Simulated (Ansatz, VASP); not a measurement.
**One calculation of C, two programs**

```xyz
2
Lattice="0.0000 1.7834 1.7834 1.7834 0.0000 1.7834 1.7834 1.7834 0.0000" Properties=species:S:1:pos:R:3 pbc="T T T"
C     1.3334    1.7834    1.7834
C     2.6751    2.6751    2.6751
```

Alike in both runs: task single point; functional LDA; k mesh 12 × 12 × 12; no spin polarisation.

```csv
,VASP,Ansatz
version,VASP 6.6.1,Ansatz 0.2.0
potentials or method,"VASP PAW LDA potentials, release 64 (C)","scalar-relativistic, plane waves, PAW"
plane-wave cutoff (eV),520,420
occupations,"methfessel-paxton of order 1, width 0.4 eV","cold, width 0.4 eV"
valence electrons in the cell,8,8
```

|  | VASP | Ansatz | Ansatz less VASP |
| --- | --- | --- | --- |
| gap on the k mesh at the Fermi level (eV) | none | none | - |
| rms of the force components (eV/Å) | 4.928 | 4.928 | 0.0000 |

Atom by atom the forces differ by 0.000 eV/Å (rms over components). A gap of «none» marks a metal or a gap that the smearing closes.

Caveats: forces of over 1 eV/Å show positions far from the minimum, so gaps and moduli don't describe the material at rest.
